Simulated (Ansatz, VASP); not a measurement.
# Sc in VASP and in Ansatz

File INCAR:

```
ALGO = Normal
EDIFF = 1E-6
ENCUT = 520
GGA = PS
ISIF = 2
ISMEAR = -1
LASPH = True
LCHARG = True
LELF = True
LREAL = False
LVHAR = True
LWAVE = False
NBANDS = 12
NELM = 60
PREC = Accurate
SIGMA = 0.05
```

Contents of KPOINTS:

```
k-points
0
Gamma
  9 9 9
```

Contents of POSCAR:

```
Sc
1.0
    0.0000000000      2.1820060092      2.1820060092
    2.1820060092      0.0000000000      2.1820060092
    2.1820060092      2.1820060092      0.0000000000
Sc
1
Direct
    0.0000000000      0.0000000000      0.0000000000
```

Input for Ansatz:

```yaml
crystal:
  lattice:
    - [0.0, 2.182006009208723, 2.182006009208723]
    - [2.182006009208723, 0.0, 2.182006009208723]
    - [2.182006009208723, 2.182006009208723, 0.0]
  atoms:
    - { symbol: Sc, position: [0.0, 0.0, 0.0] }
basis:
  ecutwfc: 500.0
kpoints:
  mp_grid:
    grid: [9, 9, 9]
hamiltonian:
  xc: pbesol
scf:
  occupations:
    method: fermi_dirac
    width: 0.05
output:
  stress: true
```

This isn't the form of Sc at room conditions, which is hcp.

Alike in both runs: task single point; functional PBEsol; k mesh 9 × 9 × 9; occupations fermi-dirac, width 0.05 eV; no spin polarisation.

```csv
,VASP,Ansatz
version,VASP 6.6.1,Ansatz 0.2.0
potentials or method,"VASP PAW PBE potentials, release 64 (Sc_sv)","plane waves, PAW"
plane-wave cutoff (eV),520,500
valence electrons in the cell,11,11
```

|  | VASP | Ansatz | Ansatz less VASP |
| --- | --- | --- | --- |
| pressure (GPa) | 8.5 | 8.5 | -0.04 |

Caveats: the PAW data sets were made with another functional, which shifts forces and pressure a little (VASP).
